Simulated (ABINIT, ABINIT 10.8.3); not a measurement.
# Lattice constant of cubic β-PbF₂ with PBEsol: numerical checks and the influence of the functional

## The question

β-PbF₂ is the cubic fluorite form of lead fluoride. It persists metastably at ambient conditions, where the orthorhombic α form is the stable one, so the value used for comparison must belong to the cubic phase. The reference is the cubic lattice constant compiled in a printed reference work on crystal structures of fluorite and antifluorite compounds; the method behind the compiled value is not given with it. A second value comes from the diffraction structure in the Crystallography Open Database (2005, Crystallography Open Database entry 9014557), which also supplies the starting cell. The two agree to well below a thousandth of an ångström, though they may not be independent. No temperature is given with either; both are plausibly room-temperature diffraction values, which matters for a soft, anharmonic lattice.

| compared with | measured | source's wording or label | method |
| --- | --- | --- | --- |
| a (Å) | 5.94 | 0.5940 nm | compiled value, method not stated * |
| a (Å) | 5.9397 | value in the starting structure, on standard axes | diffraction refinement behind the database entry |

Where a quantity has several values, deviations refer to the one marked *.

Conditions are those given with the value in the passage it was taken from; "not stated" means there, and the paper may say more elsewhere. The values are a selection: others may have been left out beforehand as unlike or outlying.

## How to go about it

The aim is the lattice constant a of the ideal fluorite crystal, with success set at a deviation within 1 % of the reference. That limit is close enough to expose the usual errors of a poorly suited functional, yet leaves room for the difference between a static calculation and a crystal at room temperature. Thermal and zero-point expansion together may amount to roughly half a per cent in length, perhaps more in so soft a fluoride, so a good static result should lie somewhat below the measured value.

The model is the three-atom primitive cell with full fluorite symmetry, without spin polarisation, as suits a closed-shell insulator. Fluoride-ion disorder belongs to higher temperatures and is left out. PBEsol is chosen as the main level because it was designed for equilibrium properties of solids. LDA, equally cheap, usually contracts such lattices too far, and PBE usually expands them. The PBEsol result is to be checked for its numerical settings and for the potentials, and then set beside a neighbouring functional for scale.

System: PbF2 (beta lead fluoride), beta, fluorite; Fm-3m (No. 225), 3 atoms in the primitive cell; the database structure is a diffraction structure: a = 5.940 Å; structure from the Crystallography Open Database.

## 1. PBEsol relaxation of the fluorite cell

The first run relaxes the cell with PBEsol and PAW datasets at a 20 Ha cutoff on a 4×4×4 mesh. The datasets were generated for PBE, a mismatch that should matter little for a functional so closely related, but that deserves a check with other potentials. A lattice constant slightly below the measured one is expected.

**Run 1.** ABINIT 10.8.3: PBEsol, JTH PAW datasets, cell and atoms relaxed from the database structure, cutoff 20 Ha, 4x4x4 k mesh, Gaussian smearing 0.02 eV; PBE datasets.

Key lines of the input:
```
# potential files: JTH PAW datasets, made for PBE
ecut 20
pawecutdg 40
ecutsm 0.5
dilatmx 1.06
optcell 2
ionmov 2
ntime 50
tolmxf 5.0d-5
ixc -116133
ngkpt 4 4 4
shiftk 0.0 0.0 0.0
occopt 7
tsmear 0.02 eV
nband 19
nstep 80
tolvrs 1.0d-10
diemac 6
pseudos "Pb.xml, F.xml"
ntypat 2
znucl 82 9
natom 3
typat 1 2 2
# ... acell, rprim, xred
```

Command:
```
OMP_NUM_THREADS=1 mpirun -n 8 abinit run.abi > run.log
```

Selected lines of the output:
```
 At Broyd/MD step   5, gradients are converged :
            acell      7.8835922324E+00  7.8835922324E+00  7.8835922324E+00 Bohr
```

Converged; 13 s on 8 cores of Arm Neoverse V2, shared host.

| quantity | run 1 | measured | deviation |
| --- | --- | --- | --- |
| a (Å) | 5.8998 | 5.94 | −0.0402 (−0.7 %) |
| conventional cell volume (Å³) | 205.36 |  |  |
| final pressure (GPa) | 0.00399 |  |  |

The relaxation converged at a = 5.8998 Å, 0.7 % below the reference and inside the 1 % limit. The sign is the one expected of a static lattice compared with a crystal that is probably at room temperature. The remaining margin is small enough that the k mesh and the potentials need checking before the result is accepted.

## 2. Denser mesh and other potentials

Two separate changes are made to the PBEsol calculation. The first raises the mesh to 6×6×6 with everything else kept; in a wide-gap insulator little change is expected. The second returns to the 4×4×4 mesh and replaces the PAW datasets by PseudoDojo norm-conserving potentials with a cutoff of 42 Ha. It tests the description of the lead and fluorine cores, including the use of PBE datasets under PBEsol, and could move the lattice constant more than the mesh does.

**Run 2.** ABINIT 10.8.3: PBEsol, JTH PAW datasets, cell and atoms relaxed from the database structure, cutoff 20 Ha, 6x6x6 k mesh, Gaussian smearing 0.02 eV; PBE datasets.

Key lines of the input, as changed from run 1:
```diff
- ngkpt 4 4 4
+ ngkpt 6 6 6
```

Command:
```
OMP_NUM_THREADS=1 mpirun -n 4 abinit run.abi > run.log
```

Selected lines of the output:
```
 At Broyd/MD step   4, gradients are converged :
            acell      7.8855212063E+00  7.8855212063E+00  7.8855212063E+00 Bohr
```

Converged; 32 s on 4 cores of Arm Neoverse V2, shared host.

**Run 3.** ABINIT 10.8.3: PBEsol, PseudoDojo norm-conserving potentials, cell and atoms relaxed from the database structure, cutoff 42 Ha, 4x4x4 k mesh, Gaussian smearing 0.02 eV.

Key lines of the input, as changed from run 1:
```diff
- # potential files: JTH PAW datasets, made for PBE
- ecut 20
- pawecutdg 40
+ # potential files: PseudoDojo norm-conserving potentials, made for PBEsol
+ ecut 42
- ixc -116133
- pseudos "Pb.xml, F.xml"
+ pseudos "Pb.upf, F.upf"
```

Selected lines of the output:
```
 At Broyd/MD step   4, gradients are converged :
            acell      7.8839672458E+00  7.8839672458E+00  7.8839672458E+00 Bohr
```

Converged; wall time 30 s.

| quantity | run 2 | run 3 | measured |
| --- | --- | --- | --- |
| a (Å) | 5.9013 | 5.9001 | 5.94 |
| conventional cell volume (Å³) | 205.51 | 205.39 |  |
| final pressure (GPa) | −0.00176 | −0.00135 |  |

The denser mesh gives 5.9013 Å, longer by about 0.0015 Å, and the norm-conserving potentials give 5.9001 Å, within 0.0003 Å of the PAW result on the same mesh. Both changes are small beside the 0.04 Å that separates PBEsol from the reference. Since the norm-conserving potentials were made for PBEsol, their agreement with the PAW datasets also gives no sign that the use of PBE datasets distorts the lattice constant. The 6×6×6 value, about 0.65 % below the reference, is the one to carry forward.

## 3. Spin-orbit coupling on lead

Lead is heavy enough for spin-orbit coupling to be tested rather than dismissed. Its main effect is on the 6p states, which are largely empty in Pb²⁺, so only a slight change of the lattice constant is expected. The PBEsol relaxation with PAW datasets is repeated with the coupling included on the 4×4×4 mesh, for comparison with the first run.

**Run 4.** ABINIT 10.8.3: PBEsol with spin-orbit coupling, JTH PAW datasets, cell and atoms relaxed from the database structure, cutoff 20 Ha, 4x4x4 k mesh, Gaussian smearing 0.02 eV; kptopt 4; PBE datasets.

Key lines of the input, as changed from run 1:
```diff
- nband 19
+ nband 38
+ nspinor 2
+ pawspnorb 1
+ kptopt 4
```

Selected lines of the output:
```
 At Broyd/MD step   5, gradients are converged :
            acell      7.8802420403E+00  7.8802420403E+00  7.8802420403E+00 Bohr
```

Converged; wall time 68 s.

| quantity | run 4 | measured | deviation |
| --- | --- | --- | --- |
| a (Å) | 5.8973 | 5.94 | −0.0427 (−0.7 %) |
| conventional cell volume (Å³) | 205.10 |  |  |
| final pressure (GPa) | 0.00219 |  |  |

With spin-orbit coupling the lattice constant is 5.8973 Å, shorter by about 0.0025 Å than in the first run on the same mesh. The input also changes the number of bands and the treatment of k-point symmetry, so the shift belongs to the whole set of changes, though the doubled band count merely accommodates the spinors. It slightly widens the gap to the reference, from 0.0402 to 0.0427 Å, and leaves the result within the 1 % limit.

## 4. PBE for scale

The numerical and relativistic changes have moved a by only a few thousandths of an ångström, which leaves the choice of functional to be put in proportion. PBE is relaxed with the same PAW datasets, cutoff and 4×4×4 mesh as the first PBEsol run. It should give a longer lattice constant, probably above the measured one even before any thermal expansion is added.

**Run 5.** ABINIT 10.8.3: PBE, JTH PAW datasets, cell and atoms relaxed from the database structure, cutoff 20 Ha, 4x4x4 k mesh, Gaussian smearing 0.02 eV.

Key lines of the input, as changed from run 1:
```diff
- ixc -116133
```

Selected lines of the output:
```
 At Broyd/MD step   4, gradients are converged :
            acell      8.0192679080E+00  8.0192679080E+00  8.0192679080E+00 Bohr
```

Converged; wall time 20 s.

| quantity | run 5 | measured | deviation |
| --- | --- | --- | --- |
| a (Å) | 6.0014 | 5.94 | +0.0614 (+1.0 %) |
| conventional cell volume (Å³) | 216.15 |  |  |
| final pressure (GPa) | −0.00205 |  |  |

PBE gives 6.0014 Å, 0.0614 Å above the reference. This is a narrow miss of the 1 % limit, by about 0.002 Å, and that margin alone is too thin to rank PBE against PBEsol. The direction of the error says more: a static lattice that is already too long moves further from a room-temperature value once thermal and zero-point expansion are added, whereas the PBEsol lattice moves towards it.

The two functionals differ by about 0.10 Å on the same mesh and with the same datasets. That is far more than the shifts found on changing the mesh, the potentials or the spin-orbit treatment in PBEsol, so the choice of functional dominates the computed lattice constant here.

## The runs side by side

| run | settings | a (Å) | deviation | cost |
| --- | --- | --- | --- | --- |
| 1 | PBEsol, JTH PAW datasets, cutoff 20 Ha, 4x4x4 k mesh, PBE datasets | 5.8998 | −0.0402 (−0.7 %) | 1.7 core-min |
| 2 | PBEsol, JTH PAW datasets, cutoff 20 Ha, 6x6x6 k mesh, PBE datasets | 5.9013 | −0.0387 (−0.7 %) | 2.1 core-min |
| 3 | PBEsol, PseudoDojo norm-conserving potentials, cutoff 42 Ha, 4x4x4 k mesh | 5.9001 | −0.0399 (−0.7 %) | 2 core-min |
| 4 | PBEsol with spin-orbit coupling, JTH PAW datasets, cutoff 20 Ha, 4x4x4 k mesh, kptopt 4, PBE datasets | 5.8973 | −0.0427 (−0.7 %) | 4.6 core-min |
| 5 | PBE, JTH PAW datasets, cutoff 20 Ha, 4x4x4 k mesh | 6.0014 | +0.0614 (+1.0 %) | 78 core-s |
|  | measured | 5.94 |  |  |

Further runs on the same system, made beside this series (convergence steps with loose settings among them):

| further | settings | a (Å) | deviation | cost |
| --- | --- | --- | --- | --- |
| F1 | PBE+D3(BJ), JTH PAW datasets, cutoff 20 Ha, 4x4x4 k mesh | 5.9640 | +0.0240 (+0.4 %) | 78 core-s |
| F2 | Wu-Cohen GGA, JTH PAW datasets, cutoff 20 Ha, 4x4x4 k mesh, PBE datasets | 5.8992 | −0.0408 (−0.7 %) | 80 core-s |
| F3 | LDA, JTH PAW datasets, cutoff 20 Ha, 4x4x4 k mesh | 5.8139 | −0.1261 (−2.1 %) | 1.7 core-min |
| F4 | PBEsol, JTH PAW datasets, cutoff 14 Ha, 4x4x4 k mesh, PBE datasets | 5.8972 | −0.0428 (−0.7 %) | 2.4 core-min |
| F5 | PBEsol, JTH PAW datasets, cutoff 26 Ha, 4x4x4 k mesh, PBE datasets | 5.9019 | −0.0381 (−0.6 %) | 1.9 core-min |
| F6 | PBEsol, JTH PAW datasets, cutoff 20 Ha, 4x4x4 k mesh, optcell 1, PBE datasets | 5.8998 | −0.0402 (−0.7 %) | 1.7 core-min |
|  | measured | 5.94 |  |  |

## What the runs support

PBEsol meets the 1 % target. The relaxation on the 6×6×6 mesh gives a = 5.9013 Å, 0.0387 Å or about 0.7 % below the reference, for 2.1 core-minutes.

The result is numerically steady. The denser mesh, the norm-conserving potentials, spin-orbit coupling and a higher cutoff of 26 Ha each move a by about 0.0025 Å or less, too little to affect the verdict. The change of potentials was the most useful check, because it also tested the use of PBE datasets under PBEsol. The spin-orbit run changed little, but for a lead compound it was worth making.

The functional matters far more: from LDA to PBE the lattice constant spans about 0.19 Å. LDA is 2.1 % too short, and PBE narrowly misses on the long side. Wu-Cohen almost coincides with PBEsol. PBE+D3(BJ) comes closest to the reference as a static value, at +0.4 %, but thermal and zero-point expansion would carry it further away.

For PBEsol the same expansion has the right sign. At roughly half a per cent, or 0.03 Å, it would account for most of the shortfall, so the agreement does not appear to depend on a cancellation with the neglected motion. This is argued from theory; a calculation of the expansion is not shown in this report, and in so soft and anharmonic a lattice it could be larger. The temperature is not given with the reference, which adds to the uncertainty. The static values alone favour PBE+D3(BJ), but an expansion of even a few tenths of a per cent would put PBEsol closer, and a larger one would not reverse that order. The preference for PBEsol thus rests on the estimated expansion, not on the static deviations. The relaxations also kept the ideal fluorite symmetry, so they say nothing about fluoride disorder or a distortion that would lower it.

[Logs are printed without paths, hosts, clocks, repeated set-up lines and the standing remarks that a program may print on its own settings, such as how far it seeks lower states.]

[The runs shown are a pick from a larger set of finished runs; failed, doubtful and other runs were left out of it ahead of writing. So were measured values far from every level or from commonly accepted values, and agreement can look better than it is. Lines of input and output are excerpts and may be shortened.]
